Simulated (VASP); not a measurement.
# Al in VASP: notebook, part 2 of 2

VASP 6.6.1. The steps go on from the part before.

### Step 6. Single point, PBE

INCAR

```
SYSTEM = Al
PREC = Accurate
ENCUT = 250
EDIFF = 1E-7
ISMEAR = -1
SIGMA = 0.15
LREAL = .False.
LASPH = .True.
NELM = 100
ALGO = Normal
ISIF = 2
LWAVE = .False.
LCHARG = .False.
GGA = PE
NBANDS = 8
ADDGRID = .False.
```

KPOINTS

```
regular mesh
0
Gamma
  5 5 5
  0 0 0
```

POSCAR

```
Al
1.0
   -0.0142710000      2.0302060000      1.9470980000
    2.0319350000     -0.0386130000      1.9714400000
    2.0296090000      2.0522230000     -0.0362870000
Al
1
Direct
    0.0259050000     -0.0062880000     -0.0081470000
```

Potentials or basis: VASP PAW PBE potentials, release 64 (Al).

The run is started by

```
cat potpaw_PBE.64/Al/POTCAR > POTCAR
mpirun -np 1 vasp_std > vasp.out
```

OUTCAR:

```text
SYSTEM = Al
   PREC = Accurate
   ENCUT = 250
   EDIFF = 1E-7
   ISMEAR = -1
   LREAL = .False.
   LASPH = .True.
   NELM = 100
   ISIF = 2
   GGA = PE

 Found     63 irreducible k-points:

 Following reciprocal coordinates:
            Coordinates               Weight
  0.000000  0.000000  0.000000      1.000000
  0.200000  0.000000 -0.000000      2.000000
  0.400000  0.000000 -0.000000      2.000000
 -0.000000  0.200000  0.000000      2.000000
  0.200000  0.200000  0.000000      2.000000
  0.400000  0.200000  0.000000      2.000000
   k-points           NKPTS =     63   k-points in BZ     NKDIM =     63   number of bands    NBANDS=      8
   number of dos      NEDOS =    301   number of ions     NIONS =      1
   total plane-waves  NPLWV =   4096
   dimension x,y,z NGX =    16 NGY =   16 NGZ =   16
   dimension x,y,z NGXF=    32 NGYF=   32 NGZF=   32
   ions per type =               1
   NGX,Y,Z   is equivalent  to a cutoff of   9.46,  9.39,  9.21 a.u.
   NGXF,Y,Z  is equivalent  to a cutoff of  18.91, 18.79, 18.43 a.u.
 SYSTEM =  Al
   PREC   = accura    normal or accurate (medium, high low for compatibility)
   ISTART =      0    job   : 0-new  1-cont  2-samecut
   ICHARG =      2    charge: 1-file 2-atom 10-const
   ISPIN  =      1    spin polarized calculation?
   LNONCOLLINEAR =      F non collinear calculations
   LSORBIT =      F    spin-orbit coupling
   LASPH  =      T    aspherical Exc in radial PAW
   ENCUT  =  250.0 eV  18.37 Ry    4.29 a.u.   3.63  3.65  3.72*2*pi/ulx,y,z
   NELM   =    100;   NELMIN=  2; NELMDL= -5     # of ELM steps
   EDIFF  = 0.1E-06   stopping-criterion for ELM
   LREAL  =      F    real-space projection
   EDIFFG = 0.1E-05   stopping-criterion for IOM
   NSW    =      0    number of steps for IOM
   IBRION =     -1    ionic relax: 0-MD 1-quasi-New 2-CG
   NFREE  =      0    steps in history (QN), initial steepest desc. (CG)
   ISIF   =      2    stress and relaxation
   ISYM   =      2    0-nonsym 1-usesym 2-fastsym
   POTIM  = 0.5000    time-step for ionic-motion
   TEBEG  =    0.0;   TEEND  =   0.0 temperature during run
   PSTRESS=    0.0 pullay stress
   NELECT =       3.0000    total number of electrons
   NUPDOWN=      -1.0000    fix difference up-down
   EMIN   =  10.00;   EMAX   =-10.00  energy-range for DOS
   EFERMI =   0.00;   METHOD = LEGACY
   ISMEAR =    -1;   SIGMA  =   0.15  broadening in eV -4-tet -1-fermi 0-gaus
   EFERMI_NEDOS =   21; number of points for ismear=-14 and -15
   IALGO  =     38    algorithm
   IMIX   =      4    mixing-type and parameters
     AMIX     =   0.40;   BMIX     =  1.00
     AMIX_MAG =   1.60;   BMIX_MAG =  1.00
  volume/ion in A,a.u.               =      16.60       112.04
  Fermi-wavevector in a.u.,A,eV,Ry     =   0.925526  1.748991 11.654732  0.856599
  Thomas-Fermi vector in A             =   2.051390
   LORBIT       =      0    0 simple, 1 ext, 2 COOP (PROOUT), +10 PAW based schemes
   GGA     = PE    functional components
   LHFCALC =     F    Hartree Fock is set to
   AEXX    =    0.0000 exact exchange contribution
   IVDW    =     0    specifies the selected vdW correction
   LEPSILON=     F    determine dielectric tensor
   LRPA    =     F    only Hartree local field effects (RPA)
 non-spin polarized calculation
  energy-cutoff  :      250.00
  volume of cell :       16.60
 maximum number of plane-waves:       157
   NGX =  7   NGY =  7   NGZ =  7

 number of electron       3.0000000 magnetization

 Free energy of the ion-electron system (eV)
  ---------------------------------------------------
  ext. energy  EPLUGINS =         0.00000000
  ---------------------------------------------------
  free energy    TOTEN  =        -3.71163384 eV

  energy without entropy =       -3.66752433  energy(sigma->0) =       -3.68957909

 E-fermi :   8.2605     XC(G=0): -10.1731

 val. band max:        8.2351404526   @ k =  -0.4000   0.4000   0.2000
 cond. band min:       8.2670140762   @ k =   0.4000  -0.2000   0.4000
 fundamental gap:      0.0318736236
 Fermi energy:         8.2605126274

 k-point     1 :       0.0000    0.0000    0.0000
  band No.  band energies     occupation
      1      -3.1544      2.00000
      2      20.0971      0.00000
      3      20.4893      0.00000
      4      21.2083      0.00000
      5      21.4496      0.00000
      6      21.8616      0.00000
      7      22.5013      0.00000
      8      24.5405      0.00000
[... 45 lines left out ...]
 k-point     6 :       0.4000    0.2000    0.0000
  band No.  band energies     occupation
      1       0.9469      2.00000
      2       9.1695      0.00466
      3      14.9463      0.00000
      4      15.2310      0.00000
      5      16.8759      0.00000
      6      22.0897      0.00000
      7      25.5422      0.00000
      8      28.6585      0.00000

 [... further k-points ...]

------------------------ aborting loop because EDIFF is reached ----------------------------------------

  FORCE on cell =-STRESS in cart. coord.  units (eV):
  Direction    XX          YY          ZZ          XY          YZ          ZX
  --------------------------------------------------------------------------------------
  -------------------------------------------------------------------------------------
  Total        0.0312376      0.0363899      0.1039625     -0.0125119     -0.0022312     -0.0004170
  in kB        3.0144524      3.5116495     10.0324595     -1.2074131     -0.2153150     -0.0402394
  external PRESSURE =       5.5195205 kB  Pullay stress =       0.0000000 kB

 VOLUME and BASIS-vectors are now :
 -----------------------------------------------------------------------------
  energy-cutoff  :      250.00
  volume of cell :       16.60
      direct lattice vectors                 reciprocal lattice vectors
    -0.014271000  2.030206000  1.947098000    -0.243600396  0.245440565  0.255882689
     2.031935000 -0.038613000  1.971440000     0.245113160 -0.237992671  0.249947439
     2.029609000  2.052223000 -0.036287000     0.245598817  0.239991210 -0.248434673

 POSITION                                       TOTAL-FORCE (eV/Angst)
 -----------------------------------------------------------------------------------
      4.03186      2.04973      1.97349         0.000000     -0.000000     -0.000000
 -----------------------------------------------------------------------------------
    total drift:                                0.000006      0.000004      0.000006

  FREE ENERGIE OF THE ION-ELECTRON SYSTEM (eV)
  ---------------------------------------------------
  free  energy   TOTEN  =        -3.7116338394 eV

  energy  without entropy=       -3.6675243332  energy(sigma->0) =       -3.68957909
```

OSZICAR:

```text
N       E                     dE             d eps       ncg     rms          rms(c)
DAV:   1    -0.330217133565E+01   -0.33022E+01   -0.55260E+02  1256   0.997E+01
DAV:   2    -0.373279954271E+01   -0.43063E+00   -0.41078E+00  1448   0.106E+01
DAV:   3    -0.373377653890E+01   -0.97700E-03   -0.97680E-03  1264   0.461E-01
DAV:   4    -0.373377723055E+01   -0.69165E-06   -0.69140E-06  1584   0.110E-02
DAV:   5    -0.373377723160E+01   -0.10455E-08   -0.12095E-08  1320   0.201E-04    0.151E+00
DAV:   6    -0.372104240453E+01    0.12735E-01   -0.14953E-03  1312   0.158E-01    0.865E-01
DAV:   7    -0.371164895403E+01    0.93935E-02   -0.45772E-03  1312   0.265E-01    0.172E-01
DAV:   8    -0.371163607773E+01    0.12876E-04   -0.10334E-05  1352   0.193E-02    0.237E-02
DAV:   9    -0.371163406376E+01    0.20140E-05   -0.92483E-07  1512   0.381E-03    0.707E-04
DAV:  10    -0.371163387752E+01    0.18624E-06   -0.36691E-09  1200   0.337E-04    0.476E-04
DAV:  11    -0.371163383939E+01    0.38129E-07   -0.13896E-10   728   0.612E-05
   1 F= -.37116338E+01 E0= -.36895791E+01  d E =-.441095E-01
```

stdout:

```text
POSCAR found type information on POSCAR Al
 POSCAR found :  1 types and       1 ions
 scaLAPACK will be used
 LDA part: xc-table for (Slater+PW92), standard interpolation
 POSCAR, INCAR and KPOINTS ok, starting setup
 FFT: planning ... GRIDC
 FFT: planning ... GRID_SOFT
 FFT: planning ... GRID
 WAVECAR not read
 entering main loop
```

It took 1.9 s on 1 thread of Intel Xeon 6975P-C (Granite Rapids), shared host; peak memory 0.11 GiB.

These settings aren't checked as converged: the numbers below hold their error.

What came out:

```
Free energy            : -3.7116 eV
Band gap on the k mesh : none (metal or under the smearing width)
```

Caveat: the k mesh is coarse (spacing up to 0.54 Å⁻¹), so the values aren't converged; the cutoff is under 1.25 times the usual one of these potentials, so pressure, stress and relaxed cells hold a basis-set (Pulay) error.
